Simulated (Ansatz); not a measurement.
AlN, one cell by several methods

```
Al N
1.0
     0.00000    2.03734    1.97800
     2.03734    0.00000    1.97800
     2.03734    2.03734    0.00000
Al N
1 1
Direct
  0.00000 0.00000 0.00000
  0.50000 0.50000 0.50000
```

Atom numbers follow the list: Al1, N2.

The cell comes from COD entry 1523095, which wasn't checked; take it as a given geometry. The listed cell was then made from it by scaling, straining or moving an atom.

Levels of theory: DFT, LDA, PAW with Ansatz's default frozen-core files, scalar-relativistic (Ansatz 0.2.0); DFT, LDA, all-electron PAW with datasets made for the crystal, scalar-relativistic (Ansatz 0.2.0); DFT, LDA, all-electron LAPW, scalar-relativistic (Ansatz 0.2.0).

For PAW: a Γ-centred 10×10×10 k mesh, Fermi–Dirac smearing of 0.02 eV, cutoff 420 eV, no spin polarisation; the PAW files were made with PBE, and the program remakes their frozen cores for this functional. The crystal-made all-electron datasets (AE datasets) take a cutoff of 380 eV at this cell. LAPW targets a basis error of 1 meV/atom. The Ansatz runs share mesh, smearing and spin set-up. Plane-wave (PAW) pressures include the program's estimate of the Pulay term.

Stress and pressure are positive in compression.

The change that made this cell: equal xx and yy strain of +3 %.

| quantity | PAW | AE datasets | LAPW |
| --- | --- | --- | --- |
| pressure (GPa) | ? | -4.23 | -4.23 |
| stress xx (GPa) | -7.16 | -7.10 | -7.11 |
| stress zz (GPa) | ? | 1.53 | 1.52 |
| band gap (eV) | 4.291 | 4.274 | 4.274 |
| field gradient Vzz at Al1 (10²¹ V/m²) | -1.10 | -1.12 | – |
| field gradient Vzz at N2 (10²¹ V/m²) | -0.31 | -0.32 | – |

Problem. Fill in "PAW" for the row "stress zz (GPa)".

Solution. 1.40.

Problem. Fill in "PAW" for the row "pressure (GPa)".

Solution. -4.31.
